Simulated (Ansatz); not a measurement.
Crystal: CuI (Marshite).

```
I Cu
1.0
     0.00000    3.03150    3.03150
     3.03150    0.00000    3.03150
     3.03150    3.03150    0.00000
I Cu
1 1
Cartesian
  0.0000 0.0000 0.0000
  4.5473 4.5473 4.5473
```

- Program: Ansatz 0.2.0
- Task: relaxation of cell and atoms
- Functional: PBEsol
- Potentials or basis: all-electron LAPW, scalar-relativistic
- Basis error allowed: 0.001 eV/atom
- k mesh: 8 × 8 × 8
- Occupations: fermi-dirac, width 0.05 eV
- Spin: no spin polarisation

At the start: volume 27.86 Å³/atom.

Q: Where does the relaxation end?

A: Over 3 steps the energy falls by 14.3 meV/atom and the volume is 26.20 Å³/atom (-6.0 %); space group F-43m (No. 216, to 0.05 Å).

The path:
```
step  energy change (eV)  largest force (eV/Å)  volume (Å³)
   1              0.0000                0.0000        55.72
   2             -0.0286                0.0000        52.39
   3             -0.0286                0.0000        52.39
```

Final structure:
```xyz
2
Lattice="0.0000 2.9699 2.9699 2.9699 0.0000 2.9699 2.9699 2.9699 0.0000" Properties=species:S:1:pos:R:3 pbc="T T T"
I     0.0000    0.0000    0.0000
Cu    4.4548    4.4548    4.4548
```
